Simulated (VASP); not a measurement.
Write the native input for VASP 6.6.1 that does the following.

| Item | Value |
| --- | --- |
| Task | single point |
| Functional | PBE |
| Potentials or basis | VASP PAW PBE potentials, release 64 (C) |
| Cutoff | 520 eV |
| k mesh | 12 × 12 × 4 |
| Occupations | gaussian, width 0.014 eV |
| Spin | no spin polarisation |
| Further INCAR settings | ALGO = Fast; EDIFF = 1e-06 |

The structure of C lies in POSCAR:

```
C
1.0
    2.5221000000      0.0000000000      0.0000000000
   -1.2610500000      2.1842026709      0.0000000000
    0.0000000000      0.0000000000      8.2371000000
C
8
Direct
    0.6666666667      0.3333333333      0.8437500000
    0.3333333333      0.6666666667      0.3437500000
    0.6666666667      0.3333333333      0.6562500000
    0.3333333333      0.6666666667      0.1562500000
    0.0000000000      0.0000000000      0.9062500000
    0.0000000000      0.0000000000      0.4062500000
    0.0000000000      0.0000000000      0.5937500000
    0.0000000000      0.0000000000      0.0937500000
```

This is a hexagonal form of diamond, not graphite.

These files were run (other wordings do the same):

INCAR

```
SYSTEM = C
PREC = Accurate
ENCUT = 520
EDIFF = 1E-6
ISMEAR = 0
SIGMA = 0.014
LREAL = .False.
LASPH = .True.
NELM = 60
ALGO = Fast
ISIF = 2
LWAVE = .False.
LCHARG = .False.
GGA = PE
```

KPOINTS

```
regular mesh
0
Gamma
  12 12 4
  0 0 0
```

Potentials or basis: VASP PAW PBE potentials, release 64 (C).

Launch:

```bash
$ cat potpaw_PBE.64/C/POTCAR > POTCAR
$ mpirun -np 1 vasp_std > vasp.out
```

Results of the run:

The pressure is 2.9 GPa, the largest force is 0.329 eV/Å and the band gap on the k mesh is 4.41 eV, indirect (least direct gap 5.18 eV).

Run time: 84 s on 1 thread of AMD EPYC 7R43 64-Core Processor (Zen 3) (shared host), peak memory 0.14 GiB.
